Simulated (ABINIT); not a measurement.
# InAs (F-43m) in ABINIT: notebook

The runs below take InAs through equation of state, band structure, with PBEsol, BP86, rSCAN.

All numbers are computed with ABINIT 10.8.3 (patched build); they aren't measurements. Logs are shortened: lines on timing, memory, paths and dates and some standing lists are left out, and cuts for length are marked. The log counts tension as positive stress, the text compression.

**Experimental background.**

A printed reference work, data compilation reports, for a bulk crystal of InAs at 4.2 K: band gap 0.418 eV (direct).

The runs below are set against these values where they give the same quantity.

### 1 Starting point

The structure is cubic, space group F-43m (No. 216). The conventional cell has a = 6.036 Å, b = 6.036 Å, c = 6.036 Å, α = 90.00°, β = 90.00°, γ = 90.00°. In (site symmetry -43m) is surrounded by 4 As at 2.61 Å. As (site symmetry -43m) has 4 In at 2.61 Å as nearest neighbours.

### 2 Equation of state, PBEsol

run.abi reads:

```
# Datasets: one volume each
ndtset 7
getwfk -1
scalecart1 3*0.9795861087
scalecart2 3*0.9864848297
scalecart3 3*0.9932883884
scalecart4 3*1.0000000000
scalecart5 3*1.0066227096
scalecart6 3*1.0131594038
scalecart7 3*1.0196128224

# Pseudopotentials
pp_dirpath "./"
pseudos "In.GGA_PBE-JTH_sp.xml, As.GGA_PBE-JTH_sp.xml"

# Structure
acell 3*1.0 Angstrom
rprim
     0.0000000000     3.0180000000     3.0180000000
     3.0180000000     0.0000000000     3.0180000000
     3.0180000000     3.0180000000     0.0000000000
ntypat 2
znucl 49 33
natom 2
typat 1 2
xred
     0.0000000000     0.0000000000     0.0000000000
     0.7500000000     0.7500000000     0.7500000000

# Plane-wave basis
ecut 15.0
pawecutdg 30.0

# k points
kptopt 1
ngkpt 8 8 8
nshiftk 1
shiftk 0.0 0.0 0.0

# Exchange and correlation
ixc -116133

# Bands and occupations
nband 8
occopt 3
tsmear 0.00183747

# SCF cycle
nstep 100
tolvrs 1.0e-9

# Output
iomode 3
prtwf 1
prtden 0
prteig 0
prtebands 0
enunit 1
```

Potentials or basis: JTH PAW PBE v2.0 sp.

Launch:

```console
$ abinit run.abi > log 2>&1
```

run.abo:

```text
.Version 10.8.3 of ABINIT
 DATASET    1 : space group F-4 3 m (#216); Bravais cF (face-center cubic)
================================================================================
 Values of the parameters that define the memory need for DATASET  1.
     intxc =       0    ionmov =       0      iscf =      17    lmnmax =      13
     lnmax =       5     mgfft =      30  mpssoang =       3    mqgrid =    3001
     natom =       2  nloc_mem =       2    nspden =       1   nspinor =       1
    nsppol =       1      nsym =      24    n1xccc =       1    ntypat =       2
    occopt =       3   xclevel =       2
       mpw =         982          nfft =       27000          nkpt =          29
 PAW method is used; the additional fine FFT grid is defined by:
   mgfftf=        40    nfftf =     64000
================================================================================
================================================================================
[... 71 lines left out ...]
 DATASET    7 : space group F-4 3 m (#216); Bravais cF (face-center cubic)
================================================================================
 Values of the parameters that define the memory need for DATASET  7.
     intxc =       0    ionmov =       0      iscf =      17    lmnmax =      13
     lnmax =       5     mgfft =      30  mpssoang =       3    mqgrid =    3001
     natom =       2  nloc_mem =       2    nspden =       1   nspinor =       1
    nsppol =       1      nsym =      24    n1xccc =       1    ntypat =       2
    occopt =       3   xclevel =       2
       mpw =        1101          nfft =       27000          nkpt =          29
 PAW method is used; the additional fine FFT grid is defined by:
   mgfftf=        45    nfftf =     91125
================================================================================
================================================================================

--------------------------------------------------------------------------------
------------- Echo of variables that govern the present computation ------------
--------------------------------------------------------------------------------
 -outvars: echo values of preprocessed input variables --------
            acell      1.8897261259E+00  1.8897261259E+00  1.8897261259E+00 Bohr
              amu      1.14820000E+02  7.49215900E+01
             ecut      1.50000000E+01 Hartree
           enunit           1
           getwfk          -1
              ixc     -116133
           jdtset        1    2    3    4    5    6    7
         kptrlatt        8    0    0      0    8    0      0    0    8
          kptrlen1     6.32070768E+01
          kptrlen2     6.36522117E+01
          kptrlen3     6.40912064E+01
          kptrlen4     6.45242682E+01
          kptrlen5     6.49515937E+01
          kptrlen6     6.53733691E+01
          kptrlen7     6.57897712E+01
            natom           2
            nband           8
           ndtset           7
            ngfft          30      30      30
          ngfftdg1         40      40      40
          ngfftdg2         40      40      40
[... 74 lines left out ...]

 chkinp: Checking input parameters for consistency, jdtset=   1.

 chkinp: Checking input parameters for consistency, jdtset=   2.
[... 36 lines left out ...]
 getcut: wavevector=  0.0000  0.0000  0.0000  ngfft=  40  40  40
         ecut(hartree)=     30.000   => boxcut(ratio)=   2.05333

--- Pseudopotential description ------------------------------------------------
- pspini: atom type   1  psp file is ./In.GGA_PBE-JTH_sp.xml
 Pseudopotential format is: paw10
 basis_size (lnmax)=  5 (lmn_size= 13), orbitals=   0   0   1   1   2
 Spheres core radius: rc_sph= 2.90115454
 Shapefunction is SIN type: shapef(r)=[sin(pi*r/rshp)/(pi*r/rshp)]**2
 Radius for shape functions =  2.20905649
 Compensation charge density is not taken into account in XC energy/potential

- pspini: atom type   2  psp file is ./As.GGA_PBE-JTH_sp.xml
 Pseudopotential format is: paw10
 basis_size (lnmax)=  4 (lmn_size=  8), orbitals=   0   0   1   1
 Spheres core radius: rc_sph= 2.10391912
 Shapefunction is BESSEL type: shapef(r,l)=aa(1,l)*jl(q(1,l)*r)+aa(2,l)*jl(q(2,l)*r)
 Radius for shape functions =  1.80731519
 Compensation charge density is not taken into account in XC energy/potential

   5.19400645E+02                                ecore*ucvol(ha*bohr**3)
--------------------------------------------------------------------------------

[... 1182 lines left out ...]
-Cartesian components of stress tensor (GPa)         [Pressure= -6.4148E-01 GPa]
- sigma(1 1)=  6.41478634E-01  sigma(3 2)=  0.00000000E+00
- sigma(2 2)=  6.41478634E-01  sigma(3 1)=  0.00000000E+00
- sigma(3 3)=  6.41478634E-01  sigma(2 1)=  0.00000000E+00

== END DATASET(S) ==============================================================
================================================================================

 -outvars: echo values of variables after computation  --------
            acell      1.8897261259E+00  1.8897261259E+00  1.8897261259E+00 Bohr
           etotal1    -8.5278366592E+00
           etotal2    -8.5296095857E+00
           etotal3    -8.5309521416E+00
           etotal4    -8.5318901938E+00
           etotal5    -8.5324726244E+00
           etotal6    -8.5327403051E+00
           etotal7    -8.5327188540E+00
            fcart1     6.0246029192E-30  6.0246029192E-30 -1.8073808758E-29
                      -6.0246029192E-30 -6.0246029192E-30  1.8073808758E-29
            fcart2    -0.0000000000E+00 -0.0000000000E+00 -0.0000000000E+00
                      -0.0000000000E+00 -0.0000000000E+00 -0.0000000000E+00
            fcart3    -0.0000000000E+00 -0.0000000000E+00 -0.0000000000E+00
                      -0.0000000000E+00 -0.0000000000E+00 -0.0000000000E+00
            fcart4    -0.0000000000E+00 -0.0000000000E+00 -0.0000000000E+00
                      -0.0000000000E+00 -0.0000000000E+00 -0.0000000000E+00
            fcart5     2.3451159104E-29  2.3451159104E-29 -7.0353477311E-29
                      -2.3451159104E-29 -2.3451159104E-29  7.0353477311E-29
[... 38 lines left out ...]
                       0.0000000000E+00  0.0000000000E+00  0.0000000000E+00
           xangst1     0.0000000000E+00  0.0000000000E+00  0.0000000000E+00
                       4.4345863141E+00  4.4345863141E+00  4.4345863141E+00
           xangst2     0.0000000000E+00  0.0000000000E+00  0.0000000000E+00
                       4.4658168241E+00  4.4658168241E+00  4.4658168241E+00
           xangst3     0.0000000000E+00  0.0000000000E+00  0.0000000000E+00
                       4.4966165343E+00  4.4966165343E+00  4.4966165343E+00
           xangst4     0.0000000000E+00  0.0000000000E+00  0.0000000000E+00
                       4.5270000000E+00  4.5270000000E+00  4.5270000000E+00
           xangst5     0.0000000000E+00  0.0000000000E+00  0.0000000000E+00
                       4.5569810064E+00  4.5569810064E+00  4.5569810064E+00
           xangst6     0.0000000000E+00  0.0000000000E+00  0.0000000000E+00
                       4.5865726210E+00  4.5865726210E+00  4.5865726210E+00
           xangst7     0.0000000000E+00  0.0000000000E+00  0.0000000000E+00
                       4.6157872470E+00  4.6157872470E+00  4.6157872470E+00
             xred      0.0000000000E+00  0.0000000000E+00  0.0000000000E+00
                       7.5000000000E-01  7.5000000000E-01  7.5000000000E-01
 Calculation completed.
```

It took 57 s on 1 thread of Arm Neoverse V2, shared host; peak memory 0.14 GiB.

What came out:

```
Equilibrium volume                      : 28.82 Å³/atom
Bulk modulus                            : 57 GPa
Pressure derivative of the bulk modulus : 4.6 (rough: it moves with the points fitted)
```

Energy against volume, from the lowest point:
| volume (Å³/atom) | energy (meV/atom) |
| --- | --- |
| 25.840 | 66.72 |
| 26.389 | 42.60 |
| 26.939 | 24.33 |
| 27.489 | 11.57 |
| 28.039 | 3.64 |
| 28.588 | 0.00 |
| 29.138 | 0.29 |

Caveat: the cutoff is too short for stress, so the log's stress isn't used; pressures at fixed basis lie under the slope of the energies; the PAW data sets were made with another functional, which shifts forces and pressure a little; this set keeps more shells in the core, which shifts pressures and gaps; the atomic spheres overlap.

### 3 Equation of state, BP86

run.abi: that of step 2 with these lines changed.

```diff
@@ -16,7 +16,7 @@
 # Structure
-acell 3*1.0 Angstrom
+acell 3*1.0
 rprim
-     0.0000000000     3.0180000000     3.0180000000
-     3.0180000000     0.0000000000     3.0180000000
-     3.0180000000     3.0180000000     0.0000000000
+     0.0000000000     5.7031934441     5.7031934441
+     5.7031934441     0.0000000000     5.7031934441
+     5.7031934441     5.7031934441     0.0000000000
 ntypat 2
@@ -40,3 +40,3 @@
 # Exchange and correlation
-ixc -116133
+ixc -106132
 
@@ -45,3 +45,3 @@
 occopt 3
-tsmear 0.00183747
+tsmear 0.05 eV
```

Potentials or basis: JTH PAW PBE v2.0 sp.

Launch:

```console
$ abinit run.abi > log 2>&1
```

Wall time 49 s (1 thread of Arm Neoverse V2, shared host); peak memory 0.14 GiB.

The run converged. Its results:

```yaml
Equilibrium_volume: "30.24 Å³/atom (rough: see the caveat)"
Bulk_modulus: 49 GPa (rough)
```

Energy against volume, from the lowest point:
| volume (Å³/atom) | energy (meV/atom) |
| --- | --- |
| 25.840 | 125.41 |
| 26.389 | 90.67 |
| 26.939 | 62.01 |
| 27.489 | 39.33 |
| 28.039 | 21.77 |
| 28.588 | 8.78 |
| 29.138 | 0.00 |

Caveat: the cutoff is too short for stress, so the log's stress isn't used; pressures at fixed basis lie under the slope of the energies; the minimum lies outside the volumes run; the PAW data sets were made with another functional, which shifts forces and pressure a little; this set keeps more shells in the core, which shifts pressures and gaps; the atomic spheres overlap.

### 4 Band structure, rSCAN

run.abi reads:

```
# Datasets: ground state, then fixed potential
ndtset 2

# Pseudopotentials
pp_dirpath "./"
pseudos "In.GGA_PBE-JTH_sp.xml, As.GGA_PBE-JTH_sp.xml"

# Structure
acell 4.2680965312 4.2680965312 4.2680965312 Angstrom
rprim
     0.0000000000     0.7071067812     0.7071067812
     0.7071067812     0.0000000000     0.7071067812
     0.7071067812     0.7071067812     0.0000000000
ntypat 2
znucl 49 33
natom 2
typat 1 2
xred
     0.0000000000     0.0000000000     0.0000000000
     0.7500000000     0.7500000000     0.7500000000

# Plane-wave basis
ecut 489.804952 eV
pawecutdg 36.0

# Exchange and correlation
ixc -493494
usekden 1
pawxcdev 0

# Bands and occupations
occopt 3
tsmear 0.05 eV

# SCF cycle
nstep 100

# Output
iomode 3
prtwf 0
prteig 0
prtebands 0
enunit 2
prtden1 1
prtkden1 1

# Dataset 1
kptopt1 1
ngkpt1 8 8 8
nshiftk1 1
shiftk1 0.0 0.0 0.0
nband1 8
tolvrs1 1.0e-8

# Dataset 2: bands along G-X-W-K-G-L-U-W-L-K
iscf2 -2
getden2 1
getkden2 1
nband2 12
nbdbuf2 2
tolwfr2 1.0e-12
kptopt2 -9
ndivsm2 5
prteig2 1
kptbounds2
     0.0000000000     0.0000000000     0.0000000000
     0.5000000000     0.0000000000     0.5000000000
     0.5000000000     0.2500000000     0.7500000000
     0.3750000000     0.3750000000     0.7500000000
     0.0000000000     0.0000000000     0.0000000000
     0.5000000000     0.5000000000     0.5000000000
     0.6250000000     0.2500000000     0.6250000000
     0.5000000000     0.2500000000     0.7500000000
     0.5000000000     0.5000000000     0.5000000000
     0.3750000000     0.3750000000     0.7500000000
```

Launch:

```console
$ abinit run.abi > log 2>&1
```

It took 88 s on 1 thread of Arm Neoverse V2, shared host; peak memory 0.14 GiB.

The run converged. Its results:

```
Free energy            : 394.0286 eV
Band gap on the k mesh : 0.28 eV, direct
```

Levels at the corners of the path, in eV from the valence-band top:
```csv
point,band 1,band 2,band 3,band 4,band 5,band 6,band 7,band 8
Γ,-12.33,0.00,0.00,0.00,0.28,4.32,4.32,4.32
X,-10.45,-5.96,-2.40,-2.40,1.80,2.36,9.97,9.98
W,-10.42,-5.79,-3.08,-2.95,4.62,4.68,5.55,6.55
K,-10.48,-5.81,-3.39,-2.01,2.42,4.70,7.95,8.02
Γ,-12.33,0.00,0.00,0.00,0.28,4.32,4.32,4.32
L,-10.99,-5.90,-1.02,-1.02,1.34,5.07,5.07,7.38
U,-10.48,-5.81,-3.39,-2.01,2.42,4.70,7.95,8.02
W,-10.42,-5.79,-3.08,-2.95,4.62,4.68,5.55,6.55
L,-10.99,-5.90,-1.02,-1.02,1.34,5.07,5.07,7.38
K,-10.48,-5.81,-3.39,-2.01,2.42,4.70,7.95,8.02
```

Caveat: the cutoff is too short for stress, so the log's stress isn't used; totals of a meta-GGA on PAW files have another zero than those of a GGA; the PAW data sets were made with another functional, which shifts forces and pressure a little; spin-orbit coupling is left out, which moves the levels of the heavy elements; this set keeps more shells in the core, which shifts pressures and gaps; the atomic spheres overlap.

### 5 Comparison with measurements

Step 4. Against the measured gap of InAs, 0.418 eV (direct; 4.2 K; a printed reference work, data compilation), the calculated 0.28 eV is off by -0.14 eV. Spin-orbit coupling on As, In is left out. The value is that of rSCAN, without temperature or zero-point motion.
